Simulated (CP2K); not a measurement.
# SnTe under changes of volume

One of the cells (31.281 Å³/atom); the others are scaled copies at fixed shape and fractional positions:

```
Te Sn
1.0
     4.45597    0.00000    0.00000
     2.22799    3.85899    0.00000
     2.22799    1.28633    3.63829
Te Sn
1 1
Cartesian
  4.4560 2.5727 1.8191
  0.0000 0.0000 0.0000
```

* Program: CP2K 2026.2
* Functional: PBEsol
* Potentials or basis: POTENTIAL_UZH Te GTH-PBE-q6, Sn GTH-PBE-q4; TZVP-MOLOPT-PBE-GTH basis
* Density cutoff: 6123 eV
* k mesh: 7 × 7 × 7
* Occupations: fermi-dirac, width 0.01 eV
* Spin: no spin polarisation

| volume (Å³/atom) | energy over the lowest point (meV/atom) | pressure (GPa) |
| --- | --- | --- |
| 29.404 | ? | ? |
| 30.030 | 29.53 | 4.1 |
| 30.656 | 15.86 | 2.9 |
| 31.281 | 6.68 | 1.8 |
| 31.907 | 1.53 | 0.8 |
| 32.532 | 0.00 | 0.0 |
| 33.158 | 1.73 | -0.8 |

Q: What does the run at 29.404 Å³/atom give?

A: Energy over the lowest point 48.20 meV/atom; pressure 5.5 GPa.

Worked out: A Birch-Murnaghan fit of order 3 (a polynomial in V^(-2/3)) to the other rows has its minimum at 32.50 Å³/atom with B0 = V·E''(V) = 44 GPa and B' = 4.5. It gives 48.20 meV/atom at 29.404 Å³/atom, against the run's 48.20, and -dE/dV = 5.5 GPa, against 5.5.

Energies are extrapolated to zero smearing.

Caveats: the potentials were made for another functional, which shifts forces and pressure; the basis of atomic orbitals isn't converged, which shifts pressures, moduli and gaps.
